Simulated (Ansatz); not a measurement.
# CdS: pressure up to the limit of the methods, part 2 of 2

How does CdS answer strong compression? Methods of the runs shown: PAW. Its runs: volume scaled by 1 (PAW); volume scaled by 0.9 (PAW); volume scaled by 0.6 (PAW); volume scaled by 0.55 (PAW).

Ansatz 0.2.0; DFT r²SCAN; a Materials Project cell. Earlier steps stand in the parts before.

### Step 5. Volume scaled by 0.55, PAW

input.yaml

```yaml
crystal:
  lattice:
    - [0.0, 2.2557913724, 2.2557913724]
    - [2.2557913724, 0.0, 2.2557913724]
    - [2.2557913724, 2.2557913724, 0.0]
  atoms:
    - { symbol: Cd, position: [0.0, 0.0, 0.0] }
    - { symbol: S, position: [0.5, 0.5, 0.5] }
kpoints:
  mp_grid: { grid: [9, 9, 9] }
  band_path:
    path:
      - [0.0, 0.0, 0.0]
      - [0.5, 0.0, 0.5]
      - [0.625, 0.25, 0.625]
      - [0.375, 0.375, 0.75]
      - [0.0, 0.0, 0.0]
      - [0.5, 0.5, 0.5]
      - [0.5, 0.25, 0.75]
      - [0.5, 0.0, 0.5]
    npoints: 6
scf:
  occupations: { method: fermi_dirac, width: 0.03 }
hamiltonian:
  xc: r2scan
  pseudopotentials: { kind: paw }
output:
  forces: true
  stress: true
  eigenvalues: true
  efg: { contact_densities: true }
  populations: true
```

Launch:

```bash
ansatz run input.yaml --threads 1 --pin off --max-ram 2048MiB --backend cpu --events-out ev --progress --plain --runs-dir out
```

Output:

```text
Cd: output.efg is read without spin–orbit coupling, which moves field gradients at and beside such atoms by some per cent and up to a factor of two; PAW files take it under magnetization.noncollinear and magnetization.spin_orbit
Engine: ansatz 0.2.0
Pseudopotentials: kind: paw
Pseudopotential: Cd, paw, valence charge 20, recommended cutoff 500 eV (meta_gga)
Pseudopotential: S, paw, valence charge 6, recommended cutoff 500 eV (meta_gga)
Functional definition: r2SCAN
  parameter k0 = 0.174
  parameter k1 = 0.065
  parameter a1 = 4.9479
  exchange = r2scan_x(k0 = k0, k1 = k1, a1 = a1)
  correlation = r2scan_c
Crystal: 2 atoms, lattice volume = 22.958 Å³
Basis set: ecut = 500 eV, 561 PW (Γ), exchange–correlation on 96×96×96 points (64 copies of the dense FFT grid, shifted against one another)
Bands: 17, of which v1, the nominal top of the filled ones, is band 13 counted from 1 (12 counted from 0)
Symmetry: 48 space group operations
Space group: Fm-3m (ITA 225), of the structure as read, at distance tolerance 2.8e-5 Å
k-points: 35 of 729
Non-local potential: Cd, projectors of the file, l = 0: 3, l = 1: 2, l = 2: 2, l = 3: 1
Non-local potential: S, projectors of the file, l = 0: 2, l = 1: 2, l = 2: 2
PAW form: soft (Blöchl's): semilocal exchange-correlation on the pseudo side does not see the compensation charge
PAW frozen core: Cd, regenerated for the run's functional (the file was generated under x = pbe(κ = 0.804, μ = 0.2195149727645171), c = pbe(β = 0.06672455060314922))
PAW frozen core: S, regenerated for the run's functional (the file was generated under x = pbe(κ = 0.804, μ = 0.2195149727645171), c = pbe(β = 0.06672455060314922))
PAW one-centre angular grid: Cd, 590 points (default); XC on 160 Gauss nodes
PAW one-centre angular grid: S, 302 points (default); XC on 160 Gauss nodes
Initial density: superposition of atomic densities (neutral atoms: chi_scale 0, normalization atom), corrected by the library's trained network
Initial wavefunctions: pseudopotential atomic-orbital guess
Functional: x = r2scan, c = r2scan; τ floored in thin density (d = 2e-4 eV/Å³)
SCF iter   1: F=—  HF=-9169.786928 eV  |F-HF|=—  |Δ(HF+E_count)|=         —  Δρ=8.07e-3  dr2=5.76e-3  dr2_τ=7.48e-2  ethr=1.77e-3  ⟨swp⟩=5.7  Hψ=3072  notcnv=0
preconditioner: auto → none  [insulator: Δε(μ)=0.104 eV  Ē_g=16.871 eV  σ=0.030 eV  W_gap=0.64  n_scr=14 (ndim 8)  ℏωp=32.9 eV  f_vac=0.000  D(μ)=0.27/eV (n_scr^D=0)  ε∞_Penn≈4.8]
SCF iter   2: F=—  HF=-9169.893031 eV  |F-HF|=—  |Δ(HF+E_count)|=   1.06e-1  Δρ=5.68e-3  dr2=3.72e-3  dr2_τ=2.64e-4  ethr=2.22e-5  ⟨swp⟩=2.7  Hψ=1370  notcnv=0
SCF iter   3: F=—  HF=-9169.897710 eV  |F-HF|=—  |Δ(HF+E_count)|=   4.68e-3  Δρ=3.06e-3  dr2=1.80e-3  dr2_τ=1.09e-4  ethr=1.43e-5  ⟨swp⟩=2.0  Hψ=1190  notcnv=0
SCF iter   4: F=—  HF=-9169.897267 eV  |F-HF|=—  |Δ(HF+E_count)|=   4.43e-4  Δρ=1.45e-3  dr2=4.49e-4  dr2_τ=1.21e-5  ethr=6.93e-6  ⟨swp⟩=2.2  Hψ=1018  notcnv=0
SCF iter   5: F=—  HF=-9169.897219 eV  |F-HF|=—  |Δ(HF+E_count)|=   4.82e-5  Δρ=3.21e-4  dr2=1.85e-5  dr2_τ=1.17e-6  ethr=1.73e-6  ⟨swp⟩=2.0  Hψ=880  notcnv=0
SCF iter   6: F=—  HF=-9169.897205 eV  |F-HF|=—  |Δ(HF+E_count)|=   1.40e-5  Δρ=7.08e-5  dr2=7.32e-7  dr2_τ=2.32e-8  ethr=7.12e-8  ⟨swp⟩=2.0  Hψ=1039  notcnv=0
SCF iter   7: F=—  HF=-9169.897205 eV  |F-HF|=—  |Δ(HF+E_count)|=   2.88e-7  Δρ=3.61e-5  dr2=2.62e-7  dr2_τ=7.64e-9  ethr=2.82e-9  ⟨swp⟩=2.1  Hψ=899  notcnv=0
SCF iter   8: F=-9169.897205 eV  HF=-9169.897205 eV  |F-HF|=2.48e-9  |Δ(HF+E_count)|=  9.06e-10  Δρ=1.05e-5  dr2=2.15e-8  dr2_τ=5.74e-10  ethr=3.85e-10  ⟨swp⟩=4.2  Hψ=2064  notcnv=0
SCF 1 converged in 8 iterations: F = -9169.897205 eV  dr2 = 2.15e-8
NSCF: frozen V_eff on 43 k-points
SCF converged after 8 iterations
Free energy (F): -9169.897205 eV
Harris-Foulkes:  -9169.897205 eV  (|F-HF|=2.48e-9)
Internal energy: -9169.896924 eV  (E = F + TS)
E sigma→0 (E₀):  -9169.897065 eV
Entropy (-TS):   -0.000281 eV (-0.141 meV/atom)
Fermi energy:    23.272112 eV
--- Per-component energies (eV) ---
  E_band       = -192.900068
  E_kinetic    = 642.061856
  E_local      = -2562.859798  (includes V_loc(G=0)·N_el)
  E_nonlocal   = 65.786425
  E_hartree    = 1281.234922
  E_xc         = -271.828039
  E_vxc        = -356.756844  (∫ρ·V_xc dr)
  E_paw        = -4716.135049  (= ΣΔE_a)
  E_vpaw       = -565.661567  (= ΣTr[D̂ρ^β])
  E_aug_tail   = 0.000007  (compensation charges beyond the density's cutoff)
  E_vtau       = 22.062818  (kinetic-family band-sum trace: ∫τ·v_τ [+ j·A + Jᵃ·Aᵃ] dr)
  E_ewald      = -3607.482709
  E_core_change = -0.674537  (= ΣΔE_core)
  E_smearing   = -0.000281  (= −TS)
  E_closure    = -0.000000  (closes the sum)
  Σ components = -9169.897205   (vs F -9169.897205, Δ=0.00e0)
--- Forces (eV/Å), atoms counted from 1 ---
  atom   1  Cd    -0.00000000     0.00000000    -0.00000000
  atom   2  S      0.00000000    -0.00000000    -0.00000000
  max |Σ_I F_I| component: 3.68e-30 eV/Å
--- Stress (GPa, compression-positive) ---
      170.696031       0.000000      -0.000000
        0.000000     170.696031      -0.000000
       -0.000000      -0.000000     170.696031
  P = ⅓ Tr σ = 170.6960 GPa (1706.960 kbar)
--- PAW observables at the nuclei: V_zz in 10²¹ V/m², potentials from the cell's mean, atoms counted from 1 ---
  atom   1  Cd V_zz =    +0.000000   η = 0.0000   by run symmetry: forbidden
            electrostatic potential = -7719.343411 V   contact ρ = 1035247.017293 e/Å³
  atom   2  S  V_zz =    -0.000000   η = 0.0000   by run symmetry: forbidden
            electrostatic potential = -1649.945951 V   contact ρ = 19735.129297 e/Å³
--- Band table (eV; the first three rows and the last of 35) ---
  k-point 0: bands = ["-83.8745", "-44.0821", "-44.0821", "-44.0821", "3.1825", "11.7547", "11.7547", "11.7547", "11.7584", "11.7584", "20.0415", "20.0415", "20.0415", "28.6936", "32.2829", "32.2829", "32.2829"]
  k-point 1: bands = ["-83.8743", "-44.0864", "-44.0827", "-44.0827", "3.4342", "11.5749", "11.5749", "11.6568", "11.8578", "11.8578", "19.1594", "20.3900", "20.3900", "29.3411", "30.8450", "32.1391", "32.1391"]
  k-point 2: bands = ["-83.8735", "-44.0975", "-44.0843", "-44.0843", "4.1584", "11.1587", "11.1587", "11.3249", "12.1278", "12.1278", "17.4144", "21.2656", "21.2656", "27.9853", "31.0591", "31.0591", "32.4629"]
  k-point 34: bands = ["-83.8714", "-44.1084", "-44.1039", "-44.0957", "5.8119", "10.9183", "11.2126", "11.3488", "12.9271", "14.3259", "16.1349", "16.2372", "17.8034", "28.4707", "29.9892", "30.2720", "32.7630"]
--- Löwdin populations: 2 sites ---
  site symbol       q [e]
     0     Cd     18.5887
     1      S      7.1515
  spilling = 0.009990 (of n_electrons = 26.000000)
```

Wall time 4.2 s (1 thread of Arm Neoverse V2, shared host); peak memory 0.38 GiB.

This run gives: pressure 170.70 GPa; no gap.

Levels at the path's labelled points, in eV from the Fermi level:

```csv
point,band 10,band 11,band 12,band 13,band 14,band 15,band 16
Γ,-11.51,-3.23,-3.23,-3.23,5.42,9.01,9.01
X,-10.24,-7.46,-6.12,-6.12,-0.02,4.90,14.28
U,-9.09,-8.11,-6.89,-3.99,2.26,6.39,9.75
K,-9.09,-8.11,-6.89,-3.99,2.26,6.39,9.75
Γ,-11.51,-3.23,-3.23,-3.23,5.42,9.01,9.01
L,-10.56,-8.24,0.01,0.01,1.99,4.50,4.50
W,-8.04,-7.45,-7.45,-6.11,5.59,7.26,7.26
X,-10.24,-7.46,-6.12,-6.12,-0.02,4.90,14.28
```

### Step 6. Side by side

```
method  volume over the first  volume (Å³/atom)  pressure (GPa)  gap (eV)  SCF cycles, all passes   time
   PAW                      1            20.871           -2.24      0.75                       6  5.7 s
   PAW                    0.9            18.784            7.50      0.74                       6  5.5 s
   PAW                    0.6            12.522          118.90      0.16                       7  4.2 s
   PAW                   0.55            11.479          170.70      none                       8  4.2 s
```

### Step 7. Outcome

The summary covers parts 1 to 2.

```
                                  quantity      value
        PAW pressure at 0.55 of the volume  170.7 GPa
fitted bulk modulus at zero pressure (PAW)     84 GPa
                   its pressure derivative       4.42
```

What this shows: At 0.55 of the starting volume PAW gives 171 GPa. One third-order Birch-Murnaghan curve follows these points (B₀ = 84 GPa, B′ = 4.42, misfit at most 0.22 GPa). A fit over so wide a range leans to the high pressures, so B₀ can be off by several per cent. The gap goes from 0.75 to none: pressure closes it at this level, in a cell held to this structure, which the real crystal may leave first. No all-electron run checks these rows here, and frozen cores can fail under such compression. The ions are at rest, and the electrons smeared by 0.03 eV.
